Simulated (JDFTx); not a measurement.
BaTiO3 under changes of volume

One of the cells (12.858 Å³/atom); the others are scaled copies at fixed shape and fractional positions:

```
Ba Ti O
1.0
     4.00600    0.00000    0.00000
     0.00000    4.00600    0.00000
     0.00000    0.00000    4.00600
Ba Ti O
1 1 3
Direct
  0.50000 0.50000 0.50000
  0.00000 0.00000 0.00000
  0.00000 0.00000 0.50000
  0.00000 0.50000 0.00000
  0.50000 0.00000 0.00000
```

- Program: JDFTx 1.7.0 (patched build)
- Functional: PBEsol
- Potentials or basis: PseudoDojo-SR-PBEsol-0.4.1-standard with smoothed tails
- Cutoff: 1143 eV
- Density cutoff: 9143 eV
- k mesh: 7 × 7 × 7
- Occupations: fermi-dirac, width 0.05 eV
- Spin: no spin polarisation

| volume (Å³/atom) | energy over the lowest point (meV/atom) | pressure (GPa) | gap on the mesh (eV) |
| --- | --- | --- | --- |
| 12.086 | ? | ? | ? |
| 12.343 | 1.60 | 2.9 | 1.90 |
| 12.601 | 0.00 | -0.9 | 1.85 |
| 12.858 | 4.17 | -4.3 | 1.81 |
| 13.115 | 13.50 | -7.3 | 1.77 |
| 13.372 | 27.44 | -10.0 | 1.73 |
| 13.629 | 45.47 | -12.5 | 1.69 |

Task: What does the run at 12.086 Å³/atom give?

Result: Energy over the lowest point 9.67 meV/atom; pressure 7.2 GPa; gap on the mesh 1.94 eV.

Worked out: A Birch-Murnaghan fit of order 3 (a polynomial in V^(-2/3)) to the other rows has its minimum at 12.54 Å³/atom with B0 = V·E''(V) = 180 GPa and B' = 4.5. It gives 9.68 meV/atom at 12.086 Å³/atom, against the run's 9.67, and -dE/dV = 7.2 GPa, against 7.2. A straight line through the other rows of the gap, of slope -2.09 eV per unit of ln V, extrapolates to 1.94 eV, against the run's 1.94.

Energies are extrapolated to zero smearing.

Caveats: this release of the barium file is off; spin-orbit coupling is left out, which moves the levels of the heavy elements; an odd mesh through Γ misses points on the zone boundary, where band edges often lie.
